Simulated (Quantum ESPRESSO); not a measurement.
# AlNi (Pm-3m) in Quantum ESPRESSO: notebook, part 3 of 4

Quantum ESPRESSO 7.5.

## (4) Phonons, PW91, collinear spin, ferromagnetic start

File pw.in:

```
&CONTROL
  calculation = 'scf'
  prefix = 'pwscf'
  outdir = './tmp'
  pseudo_dir = './pseudo'
  tprnfor = .true.
  tstress = .true.
  disk_io = 'low'
/
&SYSTEM
  ibrav = 0
  nat = 2
  ntyp = 2
  ecutwfc = 45
  ecutrho = 360
  nbnd = 20
  input_dft = 'XC-000I-000I-109L-134L-000I-000I'
  occupations = 'smearing'
  smearing = 'mv'
  degauss = 0.01469973
  nspin = 2
  starting_magnetization(1) = 0.0556
  starting_magnetization(2) = 0
/
&ELECTRONS
  conv_thr = 4d-10
  electron_maxstep = 120
  mixing_beta = 0.3
/
ATOMIC_SPECIES
Ni    58.6934 ni_pbe_v1.4.uspp.F.UPF
Al    26.9815 al_pbe_v1.uspp.F.UPF
CELL_PARAMETERS angstrom
   2.8810000000    0.0000000000    0.0000000000
   0.0000000000    2.8810000000    0.0000000000
   0.0000000000    0.0000000000    2.8810000000
ATOMIC_POSITIONS crystal
Ni     0.5000000000    0.5000000000    0.5000000000
Al     0.0000000000    0.0000000000    0.0000000000
K_POINTS automatic
6 6 6 0 0 0
```

File relax.in:

```
&CONTROL
  calculation = 'vc-relax'
  prefix = 'pwscf'
  outdir = './tmp'
  pseudo_dir = './pseudo'
  tprnfor = .true.
  tstress = .true.
  disk_io = 'low'
  nstep = 40
  forc_conv_thr = 0.0001
  etot_conv_thr = 1d-06
/
&SYSTEM
  ibrav = 0
  nat = 2
  ntyp = 2
  ecutwfc = 45
  ecutrho = 360
  nbnd = 20
  input_dft = 'XC-000I-000I-109L-134L-000I-000I'
  occupations = 'smearing'
  smearing = 'mv'
  degauss = 0.01469973
  nspin = 2
  starting_magnetization(1) = 0.0556
  starting_magnetization(2) = 0
/
&ELECTRONS
  conv_thr = 4d-10
  electron_maxstep = 120
  mixing_beta = 0.3
/
&IONS
  ion_dynamics = 'bfgs'
/
&CELL
  cell_dynamics = 'bfgs'
  press = 0
  press_conv_thr = 0.2
/
ATOMIC_SPECIES
Ni    58.6934 ni_pbe_v1.4.uspp.F.UPF
Al    26.9815 al_pbe_v1.uspp.F.UPF
CELL_PARAMETERS angstrom
   2.8810000000    0.0000000000    0.0000000000
   0.0000000000    2.8810000000    0.0000000000
   0.0000000000    0.0000000000    2.8810000000
ATOMIC_POSITIONS crystal
Ni     0.5000000000    0.5000000000    0.5000000000
Al     0.0000000000    0.0000000000    0.0000000000
K_POINTS automatic
6 6 6 0 0 0
```

File scf2.in:

```
&CONTROL
  calculation = 'scf'
  prefix = 'pwscf'
  outdir = './tmp'
  pseudo_dir = './pseudo'
  tprnfor = .true.
  tstress = .true.
  disk_io = 'low'
/
&SYSTEM
  ibrav = 0
  nat = 2
  ntyp = 2
  ecutwfc = 45
  ecutrho = 360
  nbnd = 20
  input_dft = 'XC-000I-000I-109L-134L-000I-000I'
  occupations = 'smearing'
  smearing = 'mv'
  degauss = 0.01469973
  nspin = 2
  starting_magnetization(1) = 0.0556
  starting_magnetization(2) = 0
/
&ELECTRONS
  conv_thr = 1d-13
  electron_maxstep = 120
  mixing_beta = 0.3
  startingpot = 'file'
  startingwfc = 'file'
/
ATOMIC_SPECIES
Ni    58.6934 ni_pbe_v1.4.uspp.F.UPF
Al    26.9815 al_pbe_v1.uspp.F.UPF
CELL_PARAMETERS angstrom
   2.8920136093    0.0000000000    0.0000000000
   0.0000000000    2.8920136093    0.0000000000
   0.0000000000    0.0000000000    2.8920136093
ATOMIC_POSITIONS crystal
Ni     0.5000000000    0.5000000000    0.5000000000
Al     0.0000000000    0.0000000000    0.0000000000
K_POINTS automatic
6 6 6 0 0 0
```

File ph.in:

```
phonons of AlNi
&INPUTPH
  prefix = 'pwscf'
  outdir = './tmp'
  tr2_ph = 1d-18
  fildyn = 'dyn'
  niter_ph = 90
  alpha_mix(1) = 0.4
/
0.0000000000 0.0000000000 0.0000000000
```

File dynmat.in:

```
&INPUT
  fildyn = 'dyn'
  asr = 'crystal'
  filout = 'dynmat.disp'
  fileig = 'dynmat.eig'
/
```

Potentials or basis: GBRV 1.5 PBE.

Run with:

```
OMP_NUM_THREADS=1 pw.x -in pw.in > pw.out
OMP_NUM_THREADS=1 pw.x -in relax.in > relax.out
OMP_NUM_THREADS=1 pw.x -in scf2.in > scf2.out
OMP_NUM_THREADS=1 ph.x -in ph.in > ph.out
OMP_NUM_THREADS=1 dynmat.x -in dynmat.in > dynmat.out
```

pw.out:

```text
This program is part of the open-source Quantum ESPRESSO suite
     for quantum simulation of materials; please cite
         "P. Giannozzi et al., J. Phys.:Condens. Matter 21 395502 (2009);
         "P. Giannozzi et al., J. Phys.:Condens. Matter 29 465901 (2017);
         "P. Giannozzi et al., J. Chem. Phys. 152 154105 (2020);
     in publications or presentations arising from this work. More details at

     IMPORTANT: XC functional enforced from input :
     Exchange-correlation= XC-000I-000I-109L-134L-000I-000I
                           (   0   0 109 134   0   0   0)
     Any further DFT definition will be discarded
     Please, verify this is what you really want

     Message from routine setup:
     using ibrav=0 with symmetry is DISCOURAGED, use correct ibrav instead

     G-vector sticks info
     --------------------
     sticks:   dense  smooth     PW     G-vecs:    dense   smooth      PW
     Sum         853     421    137                18805     6619    1237

     Using Slab Decomposition

     bravais-lattice index     =            0
     lattice parameter (alat)  =       5.4443  a.u.
     unit-cell volume          =     161.3713 (a.u.)^3
     number of atoms/cell      =            2
     number of atomic types    =            2
     number of electrons       =        21.00
     number of Kohn-Sham states=           20
     kinetic-energy cutoff     =      45.0000  Ry
     charge density cutoff     =     360.0000  Ry
     scf convergence threshold =      4.0E-10
     mixing beta               =       0.3000
     number of iterations used =            8  plain     mixing
     Exchange-correlation= XC-000I-000I-109L-134L-000I-000I
                           (   0   0 109 134   0   0   0)

     celldm(1)=   5.444301  celldm(2)=   0.000000  celldm(3)=   0.000000
     celldm(4)=   0.000000  celldm(5)=   0.000000  celldm(6)=   0.000000

     crystal axes: (cart. coord. in units of alat)
               a(1) = (   1.000000   0.000000   0.000000 )
               a(2) = (   0.000000   1.000000   0.000000 )
               a(3) = (   0.000000   0.000000   1.000000 )

     reciprocal axes: (cart. coord. in units 2 pi/alat)
               b(1) = (  1.000000  0.000000  0.000000 )
               b(2) = (  0.000000  1.000000  0.000000 )
[... 68 lines left out ...]

     Smooth grid:     6619 G-vectors     FFT dimensions: (  24,  24,  24)

     WARNING: libxc functional with ID  109 depends
      on external parameters: check the user_guide of
      QE if you need to modify them or to check their
      default values.

     Check: negative core charge=   -0.000003
     Generating pointlists ...
     new r_m :   0.3572 (alat units)  1.9449 (a.u.) for type    1
     new r_m :   0.3572 (alat units)  1.9449 (a.u.) for type    2

     Initial potential from superposition of free atoms

     starting charge      18.9975, renormalised to      21.0000
     Starting wfcs are   17 randomized atomic wfcs +    3 random wfcs

     Self-consistent Calculation

     iteration #  1     ecut=    45.00 Ry     beta= 0.30
     Davidson diagonalization with overlap
     ethr =  1.00E-02,  avg # of iterations =  6.6

     total energy              =    -334.68556493 Ry
     estimated scf accuracy    <      54.62617363 Ry
[... 184 lines left out ...]
     iteration # 20     ecut=    45.00 Ry     beta= 0.30
     Davidson diagonalization with overlap
     ethr =  4.97E-12,  avg # of iterations =  1.1

     Magnetic moment per site  (integrated on atomic sphere of radius R)
     atom   1 (R=0.357)  charge= 16.8288  magn=  0.0000
     atom   2 (R=0.357)  charge=  1.2431  magn=  0.0000

     End of self-consistent calculation

 ------ SPIN UP ------------

          k = 0.0000 0.0000 0.0000 (   799 PWs)   bands (ev):

   -89.5650 -49.9733 -49.9733 -49.9733   2.5933  10.5399  10.5399  12.2205
    12.2205  12.2205  19.2333  19.2333  19.2333  21.9592  21.9592  27.1382
    34.6013  34.6013  34.6013  37.0952
[... 105 lines left out ...]
   -89.5611 -49.9923 -49.9923 -49.9863   9.3016   9.8202   9.8202  12.0495
    12.7733  14.3423  14.3423  15.5416  16.6842  19.9858  20.4099  20.4099
    23.3172  37.7507  40.5826  40.9029

          k =-0.5000-0.5000-0.5000 (   840 PWs)   bands (ev):

   -89.5607 -49.9918 -49.9918 -49.9918   9.6497   9.6497   9.6497  12.7807
    12.7807  15.8240  15.8240  15.8240  17.3404  18.2236  18.2236  18.2236
    21.3398  41.0087  41.0087  44.9797

 ------ SPIN DOWN ----------

          k = 0.0000 0.0000 0.0000 (   799 PWs)   bands (ev):

   -89.5649 -49.9733 -49.9733 -49.9733   2.5933  10.5399  10.5399  12.2206
    12.2206  12.2206  19.2333  19.2333  19.2333  21.9592  21.9592  27.1382
    34.6013  34.6013  34.6013  37.0952
[... 105 lines left out ...]
   -89.5611 -49.9923 -49.9923 -49.9862   9.3016   9.8202   9.8202  12.0495
    12.7734  14.3423  14.3423  15.5416  16.6842  19.9858  20.4099  20.4099
    23.3172  37.7507  40.5826  40.9029

          k =-0.5000-0.5000-0.5000 (   840 PWs)   bands (ev):

   -89.5607 -49.9918 -49.9918 -49.9918   9.6498   9.6498   9.6498  12.7808
    12.7808  15.8240  15.8240  15.8240  17.3404  18.2236  18.2236  18.2236
    21.3398  41.0087  41.0087  44.9797

     the Fermi energy is    13.8404 ev

!    total energy              =    -350.24577823 Ry
     estimated scf accuracy    <          3.0E-10 Ry
     smearing contrib. (-TS)   =      -0.00010853 Ry
     internal energy E=F+TS    =    -350.24566970 Ry

     The total energy is F=E-TS. E is the sum of the following terms:
     one-electron contribution =    -263.31022156 Ry
     hartree contribution      =     142.71685293 Ry
     xc contribution           =     -40.20113883 Ry
     ewald contribution        =    -189.45116224 Ry

     total magnetization       =     0.00 Bohr mag/cell
     absolute magnetization    =     0.00 Bohr mag/cell

     convergence has been achieved in  20 iterations

     Forces acting on atoms (cartesian axes, Ry/au):

     atom    1 type  1   force =     0.00000000    0.00000000    0.00000000
     atom    2 type  2   force =     0.00000000    0.00000000    0.00000000

     Total force =     0.000000     Total SCF correction =     0.000000

     Computing stress (Cartesian axis) and pressure

          total   stress  (Ry/bohr**3)                   (kbar)     P=       19.32
   0.00013133   0.00000000   0.00000000           19.32        0.00        0.00
   0.00000000   0.00013133   0.00000000            0.00       19.32        0.00
   0.00000000   0.00000000   0.00013133            0.00        0.00       19.32

=------------------------------------------------------------------------------=
   JOB DONE.
=------------------------------------------------------------------------------=
```

relax.out:

```text
This program is part of the open-source Quantum ESPRESSO suite
     for quantum simulation of materials; please cite
         "P. Giannozzi et al., J. Phys.:Condens. Matter 21 395502 (2009);
         "P. Giannozzi et al., J. Phys.:Condens. Matter 29 465901 (2017);
         "P. Giannozzi et al., J. Chem. Phys. 152 154105 (2020);
[... 610 lines left out ...]
   0.00000000   0.00000301   0.00000000            0.00        0.44        0.00
   0.00000000   0.00000000   0.00000301            0.00        0.00        0.44

=------------------------------------------------------------------------------=
   JOB DONE.
=------------------------------------------------------------------------------=
```

scf2.out:

```text
This program is part of the open-source Quantum ESPRESSO suite
     for quantum simulation of materials; please cite
         "P. Giannozzi et al., J. Phys.:Condens. Matter 21 395502 (2009);
         "P. Giannozzi et al., J. Phys.:Condens. Matter 29 465901 (2017);
         "P. Giannozzi et al., J. Chem. Phys. 152 154105 (2020);
[... 440 lines left out ...]
   0.00000000   0.00000325   0.00000000            0.00        0.48        0.00
   0.00000000   0.00000000   0.00000325            0.00        0.00        0.48

=------------------------------------------------------------------------------=
   JOB DONE.
=------------------------------------------------------------------------------=
```

It took 2.7 min on 1 thread of Intel Xeon 6975P-C (Granite Rapids), shared host; peak memory 0.13 GiB.

Results:

| Item | Value |
| --- | --- |
| Free energy | -4765.3385 eV |
| Relaxed volume | 12.09 Å³/atom |
| Relaxed cell | a = 2.892 Å, b = 2.892 Å, c = 2.892 Å, α = 90.00°, β = 90.00°, γ = 90.00° |
| Space group after relaxing (to 0.05 Å) | Pm-3m (No. 221) |
| Pressure after relaxing | 0.0 GPa |
| Band gap on the k mesh | none (metal or under the smearing width) |
| Net moment | 0.00 μB per cell |
| Absolute moment | 0.00 μB per cell |
| Valence electrons inside the program's atomic spheres | Ni 16.83; Al 1.24 |
| Highest phonon frequency at Γ | 286 cm⁻¹ |

Step by step:
```tsv
step	energy change (eV)	largest force (eV/Å)	pressure (GPa)	volume (Å³)
1	0.0000	0.0000	1.93	23.91
2	-0.0016	0.0000	0.28	24.15
3	-0.0016	0.0000	-0.02	24.19
4	-0.0016	0.0000	-0.01	24.19
5	-0.0016	0.0000	0.00	24.19
```

Final structure:
```xyz
2
Lattice="2.8920 0.0000 0.0000 0.0000 2.8920 0.0000 0.0000 0.0000 2.8920" Properties=species:S:1:pos:R:3 pbc="T T T"
Ni    1.4460    1.4460    1.4460
Al    0.0000    0.0000    0.0000
```

Levels at points of the mesh, in eV from the Fermi level:
Spin up:
```
              k point  band 7  band 8  band 9  band 10  band 11  band 12  band 13  band 14  band 15  band 16
   (0.00, 0.00, 0.00)   -3.24   -1.59   -1.59    -1.59     5.35     5.35     5.35     8.09     8.09    13.11
  (0.00, 0.00, -0.50)   -2.79   -2.29   -2.29    -1.51    -0.71     8.25     9.90     9.90    10.61    10.61
 (0.00, -0.50, -0.50)   -2.92   -2.92   -2.11    -2.11    -1.07     1.38     2.34    11.89    14.96    14.96
(-0.50, -0.50, -0.50)   -4.13   -1.04   -1.04     2.00     2.00     2.00     3.41     4.34     4.34     4.34
```
Spin down:
```
              k point  band 7  band 8  band 9  band 10  band 11  band 12  band 13  band 14  band 15  band 16
   (0.00, 0.00, 0.00)   -3.24   -1.59   -1.59    -1.59     5.35     5.35     5.35     8.09     8.09    13.11
  (0.00, 0.00, -0.50)   -2.79   -2.29   -2.29    -1.51    -0.71     8.25     9.90     9.90    10.61    10.61
 (0.00, -0.50, -0.50)   -2.92   -2.92   -2.11    -2.11    -1.07     1.38     2.34    11.89    14.96    14.96
(-0.50, -0.50, -0.50)   -4.13   -1.04   -1.04     2.00     2.00     2.00     3.41     4.34     4.34     4.34
```

Phonon frequencies in cm⁻¹ (negative: imaginary):
```csv
q point,frequencies
"(0.000, 0.000, 0.000)",22 22 22 286 286 286
```

Optical modes at Γ, degenerate ones joined:
| cm⁻¹ | components | symmetry | active in |
| --- | --- | --- | --- |
| 287 | 3 | T1u | IR |

Caveat: the k mesh is coarse (spacing up to 0.36 Å⁻¹), so the values aren't converged; the mesh is thin for the phonons of a metal; the potentials were made for another functional, which shifts forces and pressure.

[end of part 3 of 4]
